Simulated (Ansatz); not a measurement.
# Eigenvalues along a path: La (omega type)

```
La
1.0
     5.95474    0.00000    0.00000
    -2.97737    5.15696    0.00000
     0.00000    0.00000    3.63331
La
3
Direct
  0.00000 0.00000 0.00000
  0.33333 0.66667 0.50000
  0.66667 0.33333 0.50000
```

The cell comes from a relaxation on PAW files under the same functional, begun from a prototype that needn't be the stable phase.

Computed with Ansatz 0.2.0; functional PBE, scalar-relativistic. Settings: a Γ-centred 7×7×9 k mesh, Fermi–Dirac smearing of 0.08 eV, no spin polarisation. Methods: LAPW: all electrons, basis error target 1 meV/atom.

Spin–orbit coupling is left out, which matters for the heavy atoms.

Path points, in fractions of the reciprocal vectors: Γ (0.000, 0.000, 0.000), M (0.500, 0.000, 0.000), K (0.333, 0.333, 0.000), A (0.000, 0.000, 0.500), L (0.500, 0.000, 0.500), H (0.333, 0.333, 0.500). Levels in eV from the Fermi level; bands 28 to 47, counted from the lowest band of the run. The gap is zero, the pressure 0.03 GPa.

```
# k(1/Å) point b28 b29 b30 b31 b32 b33 b34 b35 b36 b37 b38 b39 b40 b41 b42 b43 b44 b45 b46 b47
0.000 Γ -16.96 -16.96 -16.65 -16.65 -16.16 -15.83 -15.81 -15.77 -15.77 -3.15 -1.40 0.36 0.59 0.59 0.60 0.60 1.01 1.44 1.60 1.60
0.087 - -16.99 -16.98 -16.61 -16.61 -16.16 -15.83 -15.81 -15.80 -15.77 -3.09 -1.38 0.12 0.38 0.40 0.81 0.82 1.13 1.37 1.58 1.63
0.174 - -17.05 -17.00 -16.54 -16.52 -16.14 -15.87 -15.84 -15.82 -15.78 -2.93 -1.33 -0.28 0.18 0.20 0.95 0.97 1.28 1.29 1.54 1.61
0.261 - -17.11 -17.00 -16.45 -16.40 -16.12 -15.99 -15.86 -15.83 -15.80 -2.69 -1.28 -0.65 -0.03 0.06 0.89 0.96 1.34 1.37 1.56 1.59
0.348 - -17.17 -16.97 -16.36 -16.31 -16.12 -16.09 -15.88 -15.84 -15.83 -2.37 -1.35 -0.84 -0.21 -0.03 0.74 0.79 1.41 1.42 1.59 1.60
0.435 - -17.21 -16.90 -16.34 -16.27 -16.15 -16.05 -15.90 -15.86 -15.85 -2.03 -1.55 -0.89 -0.29 -0.07 0.57 0.58 1.37 1.40 1.61 1.67
0.522 - -17.24 -16.81 -16.48 -16.21 -16.11 -16.02 -15.94 -15.89 -15.85 -1.77 -1.61 -1.05 -0.20 -0.09 0.32 0.45 1.30 1.38 1.62 1.73
0.609 M -17.25 -16.75 -16.57 -16.19 -16.09 -15.99 -15.96 -15.90 -15.86 -1.79 -1.38 -1.27 -0.09 -0.05 0.14 0.41 1.27 1.38 1.62 1.76
0.659 - -17.24 -16.75 -16.57 -16.19 -16.09 -15.99 -15.96 -15.90 -15.86 -1.79 -1.39 -1.28 -0.09 -0.01 0.10 0.47 1.18 1.45 1.63 1.75
0.710 - -17.23 -16.77 -16.59 -16.17 -16.09 -15.99 -15.96 -15.89 -15.86 -1.79 -1.42 -1.30 -0.09 0.04 0.09 0.60 1.06 1.55 1.63 1.70
0.760 - -17.20 -16.80 -16.62 -16.15 -16.10 -15.98 -15.96 -15.88 -15.87 -1.80 -1.45 -1.34 -0.07 -0.01 0.21 0.74 0.94 1.61 1.65 1.66
0.810 - -17.16 -16.82 -16.66 -16.13 -16.10 -15.98 -15.95 -15.88 -15.86 -1.82 -1.47 -1.38 -0.04 -0.04 0.33 0.85 0.88 1.53 1.67 1.71
0.860 - -17.13 -16.84 -16.71 -16.12 -16.10 -15.97 -15.95 -15.89 -15.85 -1.85 -1.46 -1.41 -0.04 -0.01 0.38 0.84 1.00 1.41 1.71 1.76
0.911 - -17.10 -16.84 -16.76 -16.10 -16.10 -15.96 -15.95 -15.91 -15.85 -1.87 -1.45 -1.44 -0.03 0.01 0.36 0.91 1.10 1.27 1.75 1.79
0.961 K -17.09 -16.80 -16.80 -16.10 -16.10 -15.95 -15.95 -15.91 -15.84 -1.88 -1.45 -1.45 0.00 0.00 0.34 0.97 1.16 1.16 1.79 1.79
1.061 - -17.11 -16.90 -16.66 -16.11 -16.11 -15.98 -15.93 -15.90 -15.85 -1.85 -1.49 -1.40 -0.13 0.08 0.41 0.79 1.23 1.24 1.71 1.77
1.162 - -17.13 -16.97 -16.48 -16.16 -16.15 -16.03 -15.91 -15.88 -15.85 -1.90 -1.52 -1.26 -0.33 0.18 0.49 0.78 1.22 1.29 1.70 1.71
1.262 - -17.14 -17.01 -16.32 -16.26 -16.19 -16.07 -15.88 -15.86 -15.83 -2.19 -1.38 -1.02 -0.51 0.28 0.64 0.94 1.12 1.35 1.62 1.68
1.363 - -17.11 -17.03 -16.38 -16.37 -16.11 -16.05 -15.86 -15.84 -15.81 -2.55 -1.27 -0.70 -0.48 0.36 0.83 0.96 1.22 1.39 1.50 1.62
1.463 - -17.06 -17.01 -16.50 -16.49 -16.14 -15.91 -15.85 -15.82 -15.79 -2.86 -1.31 -0.33 -0.17 0.44 0.81 1.09 1.23 1.35 1.51 1.57
1.564 - -17.00 -16.98 -16.60 -16.60 -16.15 -15.83 -15.81 -15.80 -15.77 -3.07 -1.38 0.08 0.24 0.49 0.73 0.92 1.14 1.36 1.57 1.62
1.664 Γ -16.96 -16.96 -16.65 -16.65 -16.16 -15.83 -15.81 -15.77 -15.77 -3.15 -1.40 0.36 0.59 0.59 0.60 0.60 1.01 1.44 1.60 1.60
1.788 - -16.95 -16.95 -16.64 -16.64 -16.21 -15.88 -15.87 -15.77 -15.77 -3.04 -1.26 0.39 0.39 0.50 0.50 0.52 1.07 1.45 1.61 1.61
1.911 - -16.93 -16.93 -16.60 -16.60 -16.34 -16.02 -16.01 -15.78 -15.78 -2.73 -0.86 -0.04 -0.04 0.25 0.25 0.93 1.21 1.47 1.57 1.57
2.035 - -16.91 -16.91 -16.54 -16.54 -16.53 -16.24 -16.19 -15.80 -15.80 -2.28 -0.53 -0.53 -0.29 -0.07 -0.07 1.38 1.42 1.46 1.46 1.51
2.158 - -16.88 -16.88 -16.73 -16.47 -16.47 -16.47 -16.39 -15.83 -15.83 -1.76 -0.98 -0.98 -0.40 -0.40 0.27 1.34 1.34 1.51 1.55 1.60
2.282 - -16.90 -16.85 -16.85 -16.67 -16.56 -16.39 -16.39 -15.87 -15.87 -1.33 -1.33 -1.23 -0.66 -0.66 0.55 1.23 1.23 1.60 1.60 1.60
2.405 - -17.01 -16.83 -16.83 -16.80 -16.67 -16.33 -16.33 -15.90 -15.90 -1.55 -1.55 -0.84 -0.84 -0.73 0.43 1.15 1.15 1.63 1.63 1.74
2.529 A -17.05 -16.85 -16.82 -16.82 -16.71 -16.31 -16.31 -15.92 -15.92 -1.63 -1.63 -0.90 -0.90 -0.46 0.26 1.12 1.12 1.64 1.65 1.79
2.616 - -17.05 -16.86 -16.82 -16.81 -16.72 -16.31 -16.30 -15.92 -15.91 -1.61 -1.59 -1.06 -0.89 -0.25 0.12 1.11 1.21 1.62 1.64 1.77
2.703 - -17.06 -16.90 -16.84 -16.77 -16.73 -16.31 -16.28 -15.92 -15.89 -1.55 -1.49 -1.26 -0.86 -0.13 0.10 1.07 1.35 1.56 1.61 1.71
2.790 - -17.07 -16.95 -16.86 -16.75 -16.70 -16.31 -16.24 -15.94 -15.87 -1.46 -1.38 -1.37 -0.83 -0.33 0.39 0.99 1.43 1.48 1.53 1.66
2.877 - -17.07 -17.00 -16.88 -16.78 -16.61 -16.31 -16.21 -15.97 -15.85 -1.39 -1.34 -1.33 -0.79 -0.34 0.51 0.89 1.42 1.43 1.44 1.64
2.964 - -17.08 -17.04 -16.89 -16.80 -16.51 -16.31 -16.18 -16.02 -15.82 -1.39 -1.32 -1.23 -0.76 -0.12 0.37 0.77 1.33 1.37 1.44 1.63
3.051 - -17.08 -17.07 -16.90 -16.82 -16.41 -16.31 -16.16 -16.09 -15.81 -1.47 -1.19 -1.13 -0.74 0.12 0.20 0.67 1.13 1.34 1.49 1.62
3.138 L -17.08 -17.08 -16.91 -16.83 -16.36 -16.31 -16.15 -16.13 -15.80 -1.51 -1.11 -1.10 -0.73 0.00 0.40 0.63 0.98 1.33 1.51 1.61
3.188 - -17.10 -17.07 -16.88 -16.83 -16.37 -16.31 -16.15 -16.13 -15.80 -1.55 -1.10 -1.03 -0.72 0.00 0.36 0.68 0.99 1.29 1.41 1.63
3.239 - -17.13 -17.07 -16.85 -16.83 -16.37 -16.29 -16.15 -16.15 -15.79 -1.64 -1.06 -0.89 -0.69 0.03 0.29 0.76 1.00 1.20 1.21 1.61
3.289 - -17.17 -17.06 -16.87 -16.76 -16.38 -16.28 -16.19 -16.16 -15.78 -1.74 -0.99 -0.73 -0.64 0.06 0.21 0.87 0.96 1.02 1.08 1.56
3.339 - -17.20 -17.04 -16.89 -16.69 -16.40 -16.26 -16.23 -16.17 -15.77 -1.81 -0.89 -0.58 -0.55 0.09 0.13 0.72 0.95 0.96 1.05 1.49
3.389 - -17.22 -17.02 -16.92 -16.62 -16.41 -16.28 -16.24 -16.18 -15.76 -1.87 -0.78 -0.52 -0.37 0.06 0.08 0.54 0.80 1.05 1.09 1.41
3.440 - -17.24 -17.00 -16.95 -16.56 -16.41 -16.33 -16.22 -16.19 -15.75 -1.90 -0.66 -0.49 -0.22 -0.02 0.00 0.50 0.67 1.11 1.12 1.34
3.490 H -17.24 -16.98 -16.98 -16.54 -16.38 -16.38 -16.21 -16.21 -15.75 -1.92 -0.54 -0.54 -0.11 -0.11 -0.05 0.56 0.56 1.13 1.13 1.31
3.590 - -17.22 -17.02 -16.92 -16.58 -16.48 -16.25 -16.23 -16.19 -15.76 -1.87 -0.86 -0.42 -0.31 -0.06 0.09 0.53 0.78 1.06 1.16 1.39
3.691 - -17.17 -17.05 -16.86 -16.64 -16.58 -16.26 -16.19 -16.12 -15.78 -1.75 -1.17 -0.58 -0.51 -0.22 0.29 0.80 0.98 1.04 1.27 1.52
3.791 - -17.10 -17.07 -16.81 -16.70 -16.66 -16.28 -16.20 -16.02 -15.82 -1.61 -1.36 -0.89 -0.65 -0.39 0.45 0.97 1.17 1.27 1.37 1.63
3.892 - -17.07 -17.01 -16.77 -16.75 -16.73 -16.30 -16.24 -15.96 -15.85 -1.52 -1.41 -1.19 -0.77 -0.41 0.44 1.00 1.42 1.43 1.47 1.61
3.992 - -17.06 -16.93 -16.80 -16.78 -16.74 -16.30 -16.27 -15.93 -15.89 -1.55 -1.43 -1.31 -0.85 -0.21 0.19 1.06 1.38 1.53 1.61 1.66
4.093 - -17.05 -16.87 -16.82 -16.81 -16.72 -16.31 -16.30 -15.92 -15.91 -1.60 -1.58 -1.09 -0.88 -0.20 0.09 1.10 1.23 1.61 1.63 1.76
4.193 A -17.05 -16.85 -16.82 -16.82 -16.71 -16.31 -16.31 -15.92 -15.92 -1.63 -1.63 -0.90 -0.90 -0.46 0.26 1.12 1.12 1.64 1.65 1.79
```
